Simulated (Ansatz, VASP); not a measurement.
Given: the input of a run of VASP 6.6.1 on Te2Mo.

Contents of INCAR:

```
PREC = Accurate
ENCUT = 520
EDIFF = 1E-6
ISMEAR = 0
SIGMA = 0.011
LREAL = False
LASPH = True
NELM = 60
ALGO = Normal
ISIF = 2
LWAVE = False
LCHARG = False
GGA = PE
NBANDS = 35
```

The input KPOINTS:

```
Automatic mesh
0
Gamma
  9 9 2
```

The input POSCAR:

```
Te2Mo
1.0
    3.5182000000      0.0000000000      0.0000000000
   -1.7591000000      3.0468505756      0.0000000000
    0.0000000000      0.0000000000     13.9736000000
Te Mo
4 2
Direct
    0.6666666667      0.3333333333      0.3790000000
    0.3333333333      0.6666666667      0.8790000000
    0.6666666667      0.3333333333      0.1210000000
    0.3333333333      0.6666666667      0.6210000000
    0.6666666667      0.3333333333      0.7500000000
    0.3333333333      0.6666666667      0.2500000000
```

Potentials or basis: VASP PAW PBE potentials, release 64 (Te, Mo_sv).

Command:

```console
$ cat potpaw_PBE.64/Te/POTCAR potpaw_PBE.64/Mo_sv/POTCAR > POTCAR
$ mpirun -np 1 vasp_std > vasp.out
```

Problem. Translate it to Ansatz 0.2.0. Potentials there: Ansatz PAW.

Solution. As run (the cutoff follows the program's own potentials):

Contents of input.yaml:

```yaml
crystal:
  lattice:
    - [3.5182, 0.0, 0.0]
    - [-1.7591, 3.0468505756, 0.0]
    - [0.0, 0.0, 13.9736]
  atoms:
    - { symbol: Te, position: [0.6666666667, 0.3333333333, 0.379] }
    - { symbol: Te, position: [0.3333333333, 0.6666666667, 0.879] }
    - { symbol: Te, position: [0.6666666667, 0.3333333333, 0.121] }
    - { symbol: Te, position: [0.3333333333, 0.6666666667, 0.621] }
    - { symbol: Mo, position: [0.6666666667, 0.3333333333, 0.75] }
    - { symbol: Mo, position: [0.3333333333, 0.6666666667, 0.25] }
hamiltonian:
  xc: pbe
  pseudopotentials: { kind: paw }
kpoints:
  mp_grid: { grid: [9, 9, 2] }
scf:
  occupations: { method: gaussian, width: 0.011 }
output:
  forces: true
  stress: true
  eigenvalues: true
```

Potentials or basis: Ansatz PAW.

The run is started by

```sh
$ ansatz run input.yaml --threads 2 --pin off --max-ram 5632MiB --backend cpu --events-out ev --progress --plain --runs-dir out
```

Both were run:

|  | VASP | Ansatz | Ansatz less VASP |
| --- | --- | --- | --- |
| gap on the k mesh at the Fermi level (eV) | 0.78 | 0.78 | +0.006 |
| least direct gap on the mesh (eV) | 1.04 | 1.04 | +0.001 |
| pressure (GPa) | 2.9 | 2.9 | -0.01 |
| largest component of the traceless stress (GPa) | 0.51 | 0.46 | -0.058 |
| rms of the force components (eV/Å) | 0.089 | 0.082 | -0.0067 |

Atom by atom the forces differ by 0.007 eV/Å (rms over components). The functional is the same, so the differences come from potentials, cutoffs and numerics. The two sets of potentials don't hold the same shells in valence.

Caveats: spin-orbit coupling is left out, which moves the levels of the heavy elements; this functional lacks dispersion, which binds the layers, so the pressure and a relaxed spacing across them are unreliable; an odd mesh through Γ misses points on the zone boundary, where band edges often lie (VASP); odd divisions of the mesh miss points on the zone boundary, where band edges often lie, so the gap on the mesh can be too wide (Ansatz).
